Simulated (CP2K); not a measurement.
Runs of CP2K 2026.2 on NaF (Villiaumite). The structure is cubic, space group Fm-3m (No. 225). The conventional cell has a = 4.640 Å, b = 4.640 Å, c = 4.640 Å, α = 90.00°, β = 90.00°, γ = 90.00°. Na (site symmetry m-3m) is surrounded by 6 F at 2.32 Å. F (site symmetry m-3m) has 6 Na at 2.32 Å as nearest neighbours. 

```csv
task,level,potentials or basis,cell,k mesh,EPS_DEFAULT,NGRIDS,EXTRAPOLATION,optimiser,most steps,gap on the mesh (eV),pressure (GPa),relaxed volume (Å³/atom)
relaxation of cell and atoms,WC,"POTENTIAL_UZH Na GTH-PBE-q9, F GTH-PBE-q7; TZVP-MOLOPT-PBE-GTH basis",relaxed,8 × 8 × 8,1.0E-9,5,USE_PREV_P,BFGS,40,6.10,0.0,12.75
relaxation of cell and atoms,PBE,"POTENTIAL_UZH Na GTH-PBE-q9, F GTH-PBE-q7; TZVP-MOLOPT-PBE-GTH basis",relaxed,8 × 8 × 8,1.0E-9,5,USE_PREV_P,BFGS,40,5.99,0.0,(a)
relaxation of cell and atoms,PBEsol,"POTENTIAL_UZH Na GTH-PBE-q9, F GTH-PBE-q7; TZVP-MOLOPT-PBE-GTH basis",relaxed,8 × 8 × 8,1.0E-9,5,USE_PREV_P,BFGS,40,(c),0.0,12.62
relaxation of cell and atoms,LDA,"POTENTIAL_UZH Na GTH-PBE-q9, F GTH-PBE-q7; TZVP-MOLOPT-PBE-GTH basis",relaxed,8 × 8 × 8,1.0E-9,5,USE_PREV_P,BFGS,40,6.15,0.0,(b)
```

Alike in all rows: no spin polarisation; smearing fermi-dirac 0.05 eV.

Q: Fill in the values left out.

A: (a) 13.15; (b) 11.68; (c) 6.06.

Caveats: the basis of atomic orbitals isn't converged, which shifts pressures, moduli and gaps; the potentials were made for another functional, which shifts forces and pressure (some runs); the real-space grid breaks the cell's symmetry a little (some runs).

